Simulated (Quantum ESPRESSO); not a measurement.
Re: single point with PBEsol

The system is Re.

```
CELL_PARAMETERS angstrom
2.76639 0.00000 0.00000
-1.38319 2.39576 0.00000
0.00000 0.00000 8.93885
ATOMIC_POSITIONS crystal
Re 0.66667 0.33333 0.75000
Re 0.00000 0.00000 0.50000
Re 0.33333 0.66667 0.25000
Re 0.00000 0.00000 0.00000
```

| Item | Value |
| --- | --- |
| Program | Quantum ESPRESSO 7.5 |
| Task | single point |
| Functional | PBEsol |
| Potentials or basis | GBRV 1.5 PBEsol |
| Cutoff | 612 eV |
| Density cutoff | 4898 eV |
| k mesh | 11 × 11 × 3 |
| Occupations | fermi-dirac, width 0.05 eV |
| Spin | no spin polarisation |

```
Pressure               : -6.8 GPa
Band gap on the k mesh : none (metal or under the smearing width)
```

Stress tensor (GPa, compression positive):
```
-6.94  0.00  0.00
 0.00 -6.94  0.00
 0.00  0.00 -6.63
```

Levels at points of the mesh, in eV from the Fermi level:
| k point | band 28 | band 29 | band 30 | band 31 | band 32 | band 33 |
| --- | --- | --- | --- | --- | --- | --- |
| (0.00, 0.00, 0.00) | -1.20 | -1.20 | -1.09 | -1.09 | 0.49 | 0.65 |

It took 26 s on 2 MPI ranks on Intel(R) Xeon(R) 6975P-C (Granite Rapids), with other jobs on the host, peak memory 0.58 GiB a rank.

The run has no spin-orbit coupling, so splittings on Re are missing.
